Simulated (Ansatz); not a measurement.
H2O on a (100) slab of Li (Im-3m (No. 229)), 4 planes, outer planes Li (top) and Li (bottom), 1 a cell of 44.2 Å², relaxed and still whole (its atoms last):

```yaml
crystal:
  lattice:
    - [6.65010, 0.00000, 0.00000]
    - [0.00000, 6.65010, 0.00000]
    - [0.00000, 0.00000, 24.55368]
  atoms:
    - { symbol: Li, position: [0.25000, 0.75000, 0.32582] }
    - { symbol: Li, position: [0.25000, 0.25000, 0.32582] }
    - { symbol: Li, position: [0.75000, 0.75000, 0.32582] }
    - { symbol: Li, position: [0.75000, 0.25000, 0.32582] }
    - { symbol: Li, position: [0.50000, 0.50000, 0.39353] }
    - { symbol: Li, position: [0.50000, 0.00000, 0.39353] }
    - { symbol: Li, position: [0.00000, 0.50000, 0.39353] }
    - { symbol: Li, position: [0.00000, 0.00000, 0.39353] }
    - { symbol: Li, position: [0.74854, 0.24997, 0.46335] }
    - { symbol: Li, position: [0.76330, 0.74968, 0.46607] }
    - { symbol: Li, position: [0.25034, 0.24996, 0.46120] }
    - { symbol: Li, position: [0.23779, 0.74968, 0.46515] }
    - { symbol: Li, position: [0.01112, 0.01043, 0.54653] }
    - { symbol: Li, position: [0.01133, 0.48750, 0.54664] }
    - { symbol: Li, position: [0.49447, 0.99770, 0.53587] }
    - { symbol: Li, position: [0.49471, 0.50179, 0.53602] }
    - { symbol: O, position: [0.93394, 0.24895, 0.59347] }
    - { symbol: H, position: [0.78382, 0.24900, 0.58644] }
    - { symbol: H, position: [0.95213, 0.24937, 0.63318] }
```

Level of theory: DFT PBE+D3(BJ), scalar-relativistic, plane waves, PAW (Ansatz 0.2.0). Cutoff 420 eV; k points 3×3×1 on the computed 19-atom cell (Γ-centred); Gaussian smearing, width 0.10 eV; no spin polarisation. A dipole correction removes the field between periodic images along c.

It binds with 0.82 eV a molecule against the clean slab and the free molecule (no zero-point or thermal terms); its shortest contact is O–Li 2.03 Å. Take first-order desorption with no barrier to adsorption, no reaction on the face and an assumed prefactor of 10^13 s⁻¹.

Q: How long does a molecule stay at 400 K?

A: τ = ν⁻¹·exp(E/k_BT) with k_BT = 0.0345 eV: E/k_BT = 23.8, so τ ≈ 2×10^-3 s. At about one hit a site a second (10⁻⁶ mbar) the coverage is near τ × 1 s⁻¹, so a layer needs roughly 5×10^-4 mbar.

Q: Where does its peak lie in a desorption experiment heated at 1 K/s?

A: The peak obeys E/(k_B·T_p²) = (ν/β)·exp(−E/k_BT_p). Solving gives T_p ≈ 296 K (E/k_BT_p = 32.2). An error of 0.1 eV in E moves it by about 36 K, and larger molecules have larger prefactors, which lowers it.

Q: Is this physisorption or chemisorption?

A: The tightest contact, O–Li 2.03 Å, is 1.04 times the sum of covalent radii, and deformation and lateral interaction add up to +0.11 eV. This is chemisorption.

The molecule may also break up before it leaves, which wasn't tried.